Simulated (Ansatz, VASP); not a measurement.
**InSb in two plane-wave programs**

One calculation is typed for both programs; each brings its own data sets and cutoff. How far apart do they land? The cell is taken from a series of VASP runs on this material, whose earlier steps may have relaxed, scaled or displaced it; both programs get it as it stands.

Calculated with Ansatz 0.2.0; plane waves, with VASP 6.6.1 beside it; zone-centre phonons at PBEsol.

### 1. The starting structure

The structure is cubic, space group F-43m (No. 216). Conventional cell: a = 6.521 Å, b = 6.521 Å, c = 6.521 Å, α = 90.00°, β = 90.00°, γ = 90.00°. Nearest to Sb lie 4 In at 2.82 Å. Nearest to In lie 4 Sb at 2.82 Å. Farther neighbours are not listed.

### 2. Ansatz: zone-centre phonons, PBEsol

Ansatz runs on its default PAW (the set named soft_2) files.

Second derivatives magnify differences that forces hide, and they need a tight electronic threshold.

input.yaml reads:

```yaml
crystal:
  lattice:
    - [0.0, 3.2605877561, 3.2605877561]
    - [3.2605877561, 0.0, 3.2605877561]
    - [3.2605877561, 3.2605877561, 0.0]
  atoms:
    - { symbol: Sb, position: [0.75, 0.75, 0.75] }
    - { symbol: In, position: [0.0, 0.0, 0.0] }
hamiltonian:
  xc: pbesol
  pseudopotentials: { kind: paw }
kpoints:
  mp_grid: { grid: [12, 12, 12] }
scf:
  occupations: { method: methfessel_paxton, width: 0.15 }
phonons:
  method: dfpt
  qpoints: [[0, 0, 0]]
```

Command:

```sh
$ ansatz run input.yaml --threads 4 --pin off --max-ram 9216MiB --backend cpu --events-out ev --progress --plain --runs-dir out
```

Numbers of over 12 decimals in the logs are rounded to 6 here.

The log of the run:

```text
zone centre: on kpoints.mp_grid the ground state, and the responses unless they are solved on pairs of k-points, stand on 163 of the mesh's 1728 k-points, reduced under 8 symmetry operations, with k and −k counted as one. Each operation leaves every solved displacement unchanged or reverses it
Engine: ansatz 0.2.0, x86_64-unknown-linux-gnu
Pseudopotentials: kind: paw
Pseudopotential: Sb, paw, valence charge 15, recommended cutoff 420 eV (normal), Sb.paw.azcp
Pseudopotential: In, paw, valence charge 13, recommended cutoff 420 eV (normal), In.paw.azcp
Functional definition: PBEsol
  exchange = pbesol_x
  correlation = pbesol_c
Crystal: 2 atoms, lattice volume = 69.329 Å³
Basis set: ecut = 420 eV, 1363 PW (Γ), exchange–correlation on 64×64×64 points (8 copies of the dense FFT grid, shifted against one another)
Bands: 18, of which v1, the nominal top of the filled ones, is band 14 counted from 1 (13 counted from 0)
Symmetry: 24 space group operations
k-points: 163 of 1728 (irreducible under 8 space group operations, time reversal used)
Non-local potential: Sb, projectors of the file, l = 0: 2, l = 1: 2, l = 2: 2, l = 3: 2
Non-local potential: In, projectors of the file, l = 0: 2, l = 1: 2, l = 2: 2, l = 3: 2
PAW form: soft (Blöchl's): semilocal exchange-correlation on the pseudo side does not see the compensation charge
PAW frozen core: Sb, regenerated for the run's functional, and the local potential with it (the file was generated under x = pbe(κ = 0.804, μ = 0.219515), c = pbe(β = 0.066725))
PAW frozen core: In, regenerated for the run's functional, and the local potential with it (the file was generated under x = pbe(κ = 0.804, μ = 0.219515), c = pbe(β = 0.066725))
PAW one-centre angular grid: Sb, 590 points (default); XC on 64 Gauss nodes
PAW one-centre angular grid: In, 590 points (default); XC on 64 Gauss nodes
Initial density: superposition of atomic densities (neutral atoms: chi_scale 0, normalization atom), corrected by the library's trained network
Initial wavefunctions: pseudopotential atomic-orbital guess
Functional: x = pbesol(κ = 0.804, μ = 0.123457), c = pbesol(β = 0.046)
SCF iter   1: F=—  HF=-11933.655347 eV  |F-HF|=—  |Δ(HF+E_count)|=         —  Δρ=3.48e-3  dr2=1.32e-2  ethr=1.77e-3  ⟨swp⟩=5.6  Hψ=14877  notcnv=0
preconditioner: auto → none  [insulator: Δε(μ)=0.415 eV  Ē_g=13.863 eV  σ=0.150 eV  W_gap=0.62  n_scr=14 (ndim 8)  ℏωp=18.9 eV  f_vac=0.116  D(μ)=0.06/eV (n_scr^D=0)  ε∞_Penn≈2.9]
SCF iter   2: F=—  HF=-11933.649450 eV  |F-HF|=—  |Δ(HF+E_count)|=   5.90e-3  S|Δr|=    0.00e0  Δρ=1.24e-3  dr2=8.75e-4  ethr=4.70e-5  ⟨swp⟩=2.6  Hψ=5866  notcnv=0
SCF iter   3: F=—  HF=-11933.649635 eV  |F-HF|=—  |Δ(HF+E_count)|=   1.85e-4  S|Δr|=    0.00e0  Δρ=4.37e-4  dr2=1.35e-4  ethr=3.12e-6  ⟨swp⟩=2.0  Hψ=4402  notcnv=0
SCF iter   4: F=—  HF=-11933.649676 eV  |F-HF|=—  |Δ(HF+E_count)|=   4.07e-5  S|Δr|=    0.00e0  Δρ=1.76e-4  dr2=1.57e-5  ethr=4.84e-7  ⟨swp⟩=2.0  Hψ=4402  notcnv=0
SCF iter   5: F=—  HF=-11933.649699 eV  |F-HF|=—  |Δ(HF+E_count)|=   2.30e-5  S|Δr|=    0.00e0  Δρ=2.01e-5  dr2=1.90e-7  ethr=5.62e-8  ⟨swp⟩=2.0  Hψ=3589  notcnv=0
SCF iter   6: F=—  HF=-11933.649700 eV  |F-HF|=—  |Δ(HF+E_count)|=   8.95e-7  S|Δr|=    0.00e0  Δρ=1.21e-5  dr2=6.49e-8  ethr=6.79e-10  ⟨swp⟩=2.0  Hψ=5219  notcnv=0
SCF iter   7: F=—  HF=-11933.649700 eV  |F-HF|=—  |Δ(HF+E_count)|=   3.18e-8  S|Δr|=    0.00e0  Δρ=4.33e-6  dr2=8.14e-9  ethr=2.32e-10  ⟨swp⟩=2.7  Hψ=4988  notcnv=0
SCF iter   8: F=—  HF=-11933.649700 eV  |F-HF|=—  |Δ(HF+E_count)|=   3.63e-9  S|Δr|=    0.00e0  Δρ=1.00e-6  dr2=4.08e-10  ethr=2.91e-11  ⟨swp⟩=2.1  Hψ=4954  notcnv=0
SCF iter   9: F=-11933.649700 eV  HF=-11933.649700 eV  |F-HF|=1.82e-12  |Δ(HF+E_count)|=  2.04e-10  S|Δr|=    0.00e0  Δρ=8.40e-8  dr2=2.99e-12  ethr=1.00e-12  ⟨swp⟩=5.1  Hψ=15228  notcnv=0
SCF 1 converged in 9 iterations: F = -11933.649700 eV  dr2 = 2.99e-12
  greatest PAW one-centre occupation: 0.996 electrons in one spin orbital (limit 2), on the Sb atom at site 0 (counted from 0), in its partial waves of l = 2
DFPT response loops at Γ: preconditioner auto → Kerker (q_TF=auto, 2.346 Å⁻¹) (partly filled bands, converged f_vac=0.101); β = 1.00, the filter's whole step (`scf.mixing.beta` (0.50) is not read by the response loops under this deck's `scf.mixing.preconditioner`; to damp them name `kerker` or `kerker_dos`, under which they read `scf.mixing.beta`, and type it under 1.00, their step now; both keys bind the ground state too); Broyden in place of MSR1
SCF converged after 9 iterations
Stability not checked: this state was not tested for a lower state beside it, because cold or Methfessel-Paxton smearing, or corrected tetrahedra, fill the levels in a way that the test cannot read (fill_not_monotonic; see scf.lower_state_search)
Free energy (F): -11933.649700 eV
Harris-Foulkes:  -11933.649700 eV  (|F-HF|=1.82e-12)
Internal energy: -11933.649866 eV  (E = F + TS)
E sigma→0 (E₀):  -11933.649741 eV
Entropy (-TS):   0.000166 eV (0.083 meV/atom)
Fermi energy:    7.012660 eV
Step filling:    the computed levels leave a gap of 0.0000 eV = 0.0 smearing widths at the electron count; against every level under it full and every level over it empty, smearing changes F+E_penalty+E_count by +0.087 meV and its σ→0 estimate by +0.045 meV
--- Per-component energies (eV) ---
  E_band       = -269.532850
  E_kinetic    = 450.954690
  E_local      = -3227.705828  (includes V_loc(G=0)·N_el)
  E_nonlocal   = 732.984152
  E_hartree    = 1384.603879
  E_xc         = -350.583188
  E_vxc        = -196.061675  (∫ρ·V_xc dr)
  E_paw        = -8584.740235  (= ΣΔE_a)
  E_vpaw       = -798.911901  (= ΣTr[D̂ρ^β])
  E_aug_tail   = 0.000024  (compensation charges beyond the density's cutoff)
  E_ewald      = -2339.731120
  E_core_change = 0.567760  (= ΣΔE_core)
  E_smearing   = 0.000166  (= −TS)
  E_closure    = 0.000000  (closes the sum)
  Σ components = -11933.649700   (vs F -11933.649700, Δ=0.00e0)
--- Band table (eV; the first three rows and the last of 163) ---
  k-point 0: bands = [... 10 lower, -3.6389, 6.6113, 6.9907, 6.9907, 6.9907, 9.9381, 9.9381, 9.9381]
  k-point 1: bands = [... 10 lower, -3.5770, 5.6702, 6.8936, 6.8936, 7.6311, 10.0496, 10.0743, 10.0743]
  k-point 2: bands = [... 10 lower, -3.3964, 4.4981, 6.6653, 6.6653, 7.8722, 10.3828, 10.3828, 10.6218]
  k-point 162: bands = [... 10 lower, -1.7000, 1.2481, 4.1895, 4.3198, 10.4062, 10.9138, 11.1370, 11.8726]
--- Phonons (Γ-DFPT): 2 representative perturbations + reference, on 163 of 1728 k-points (Σ response iterations 6) ---
  k mesh reduced under 8 symmetry operations, with k and −k counted as one. Each operation leaves every solved displacement unchanged or reverses it
  ASR residual: 1.217e-4 → 0.000e0 eV/Å²; symmetrization residual: 3.811e-5 eV/Å²
  ASR residual per site (eV/Å²): 6.99e-5 1.22e-4
  Γ frequencies (cm⁻¹): 0.00 0.00 0.00 171.87 171.87 171.87
  non-analytic LO–TO correction: not included (Born effective charges unavailable; polar crystals: no LO–TO splitting at Γ)
--- Phonons (arbitrary-q DFPT): 1 explicit q-point ---
  q = [0, 0, 0] (of the zone-centre solve; hermiticity 1.19e-5, symmetrization 3.77e-13): -0.00 0.00 0.00 171.87 171.87 171.87
  sum rule: each row above includes the acoustic sum rule's correction from the zone centre's row sums; it moved no ω² by more than (0.54 cm⁻¹)²
```

Wall time 13 s (4 threads of Intel Xeon Platinum 8488C (Sapphire Rapids), shared host); peak memory 0.95 GiB; 46 s of CPU time.

In the SCF lines HF is the Harris–Foulkes energy and dr2 the Hartree energy of the density residual, in eV; the loop may stop once dr2 is under the threshold and the program's other checks hold. Hψ counts applications of the Hamiltonian.

### 3. VASP: zone-centre phonons, PBEsol

The same cell, functional, mesh and smearing now go to VASP, with its own data sets and cutoff.

Lines of VASP's logs that name or quote its potential files are left out, and so is its time.

INCAR reads:

```
SYSTEM = InSb
PREC = Accurate
ENCUT = 450
EDIFF = 1E-08
NELM = 100
ISMEAR = 1
SIGMA = 0.15
LREAL = .FALSE.
ALGO = Normal
GGA = PS
NBANDS = 15
LORBIT = 11
LWAVE = .FALSE.
LCHARG = .FALSE.
KPAR = 4
IBRION = 8
ISIF = 2
```

POSCAR reads:

```
InSb
1.0
    0.0000000000      3.2605877561      3.2605877561
    3.2605877561      0.0000000000      3.2605877561
    3.2605877561      3.2605877561      0.0000000000
Sb In
1 1
Direct
    0.7500000000      0.7500000000      0.7500000000
    0.0000000000      0.0000000000      0.0000000000
```

KPOINTS reads:

```
Automatic mesh
0
Gamma
12 12 12
0 0 0
```

Potentials, in the order of the species: Sb and In_d (PBE family, release 64).

Command:

```sh
$ mpirun -np 4 vasp_std
```

The log of the run:

```text
[banner, memory and clock lines left out]
running    4 mpi-ranks, on    1 nodes
 distrk:  each k-point on    1 cores,    4 groups
 distr:  one band on    1 cores,    1 groups

 POSCAR found type information on POSCAR SbIn
 POSCAR found :  2 types and       2 ions
|                                                                             |
|               ----> ADVICE to this user running VASP <----                  |
|                                                                             |
|     You enforced a specific xc type in the INCAR file but a different       |
|     [... a line on the potential file left out ...]
|     I HOPE YOU KNOW WHAT YOU ARE DOING!                                     |
|                                                                             |

 LDA part: xc-table for (Slater+PW92), standard interpolation
 POSCAR, INCAR and KPOINTS ok, starting setup
 FFT: planning ... GRIDC
 FFT: planning ... GRID_SOFT
 FFT: planning ... GRID
 WAVECAR not read
 entering main loop
       N       E                     dE             d eps       ncg     rms          rms(c)
DAV:   1     0.108064045374E+03    0.10806E+03   -0.73435E+03  2160   0.108E+03
DAV:   2    -0.938038755001E+00   -0.10900E+03   -0.10552E+03  2412   0.275E+02
DAV:   3    -0.764841804751E+01   -0.67104E+01   -0.66811E+01  2783   0.739E+01
DAV:   4    -0.783204305743E+01   -0.18363E+00   -0.18358E+00  2734   0.143E+01
DAV:   5    -0.784151102393E+01   -0.94680E-02   -0.94679E-02  3277   0.262E+00    0.393E+00
DAV:   6    -0.772236267163E+01    0.11915E+00   -0.18204E-01  3138   0.722E+00    0.223E+00
DAV:   7    -0.770026627765E+01    0.22096E-01   -0.66926E-02  2943   0.279E+00    0.601E-01
DAV:   8    -0.769950125399E+01    0.76502E-03   -0.75669E-03  2911   0.105E+00    0.247E-01
DAV:   9    -0.769989710040E+01   -0.39585E-03   -0.77607E-04  2461   0.259E-01    0.748E-02
DAV:  10    -0.769988611665E+01    0.10984E-04   -0.41237E-05  3037   0.470E-02    0.354E-02
DAV:  11    -0.769990705792E+01   -0.20941E-04   -0.35130E-05  2398   0.503E-02    0.221E-02
DAV:  12    -0.769990767475E+01   -0.61683E-06   -0.12634E-06  2702   0.950E-03    0.580E-03
DAV:  13    -0.769990762471E+01    0.50034E-07   -0.57264E-07  2538   0.578E-03    0.350E-03
DAV:  14    -0.769990754757E+01    0.77143E-07   -0.47418E-08  2930   0.120E-03    0.894E-04
DAV:  15    -0.769990754758E+01   -0.63665E-11   -0.62353E-09  1920   0.520E-04
   1 F= -.76999075E+01 E0= -.76999626E+01  d E =0.165125E-03
 Linear response reoptimize wavefunctions to high precision
DAV:   1    -0.769990758656E+01   -0.38988E-07   -0.98652E-10  2130   0.320E-04
DAV:   2    -0.769990758656E+01   -0.45475E-12   -0.16402E-10  1507   0.116E-04
 Linear response DOF=           2
 Linear response progress:
  Degree of freedom:   1/  2
       N       E                     dE             d eps       ncg     rms          rms(c)
RMM:   1    -0.282947910973E-01   -0.28295E-01    0.30533E-02 15457   0.142E+00
RMM:   2    -0.265848256658E-01    0.17100E-02   -0.61768E-05 13838   0.512E-01    0.819E-02
RMM:   3    -0.269287059108E-01   -0.34388E-03   -0.94163E-04 15405   0.170E-01    0.378E-02
RMM:   4    -0.269979005374E-01   -0.69195E-04   -0.80448E-05 15770   0.623E-02    0.102E-02
RMM:   5    -0.270227780528E-01   -0.24878E-04   -0.12176E-05 15739   0.251E-02    0.485E-03
RMM:   6    -0.270175958145E-01    0.51822E-05   -0.10475E-06 15640   0.705E-03    0.147E-03
RMM:   7    -0.270154303758E-01    0.21654E-05   -0.59120E-08 16242   0.264E-03    0.642E-04
RMM:   8    -0.270157073238E-01   -0.27695E-06   -0.41372E-08 16192   0.971E-04    0.300E-04
RMM:   9    -0.270160022942E-01   -0.29497E-06   -0.32313E-08 16790   0.401E-04    0.536E-05
RMM:  10    -0.270160076802E-01   -0.53860E-08   -0.61456E-09 17277   0.157E-04    0.444E-05
 first order change of Fermi-energy   0.24354E-03
 force on displaced ion       1 direction 1 :  -6.462  -0.000  -0.000
 Linear response progress:
  Degree of freedom:   2/  2
       N       E                     dE             d eps       ncg     rms          rms(c)
RMM:   1    -0.234917397009E+00   -0.23492E+00   -0.12653E-01 11308   0.462E+00
RMM:   2    -0.237188980769E+00   -0.22716E-02   -0.10919E-02 14192   0.933E-01    0.686E-02
RMM:   3    -0.237108701906E+00    0.80279E-04   -0.12552E-03 15479   0.292E-01    0.339E-02
RMM:   4    -0.236935079702E+00    0.17362E-03   -0.13260E-04 15886   0.918E-02    0.177E-02
RMM:   5    -0.236869720380E+00    0.65359E-04   -0.12027E-05 16614   0.367E-02    0.559E-03
RMM:   6    -0.236867605028E+00    0.21154E-05   -0.15349E-05 16611   0.114E-02    0.195E-03
RMM:   7    -0.236874087657E+00   -0.64826E-05   -0.54440E-06 16334   0.364E-03    0.597E-04
RMM:   8    -0.236871161527E+00    0.29261E-05    0.31803E-08 16914   0.153E-03    0.345E-04
RMM:   9    -0.236870935862E+00    0.22567E-06   -0.26490E-06 17364   0.615E-04    0.140E-04
RMM:  10    -0.236870766262E+00    0.16960E-06   -0.15634E-06 17069   0.266E-04    0.243E-05
RMM:  11    -0.236870860364E+00   -0.94101E-07   -0.71916E-07 17736   0.124E-04    0.234E-05
RMM:  12    -0.236870816107E+00    0.44257E-07   -0.60943E-08 18305   0.632E-05    0.183E-05
RMM:  13    -0.236870853121E+00   -0.37013E-07   -0.31067E-07 17587   0.326E-05    0.143E-05
RMM:  14    -0.236870829856E+00    0.23265E-07   -0.40947E-08 16336   0.188E-05    0.756E-06
RMM:  15    -0.236870836126E+00   -0.62700E-08   -0.69757E-08 15214   0.117E-05    0.154E-06
 first order change of Fermi-energy  -0.26312E-04
 force on displaced ion       2 direction 1 :  -6.505  -0.000  -0.000
 Linear response finished
```

(Continued in part 2 of 2.)

[Lines on the potential files, build, host, timing and source positions are cut from VASP's logs without a mark.]

[Logs are printed without paths, hosts, clocks, repeated set-up lines and the standing remarks that a program may print on its own settings, such as how far it seeks lower states.]

[Hosts, paths, dates, database ids (printed as entryN), source tags and the programs' standing remarks are cut or masked in the printed files.]
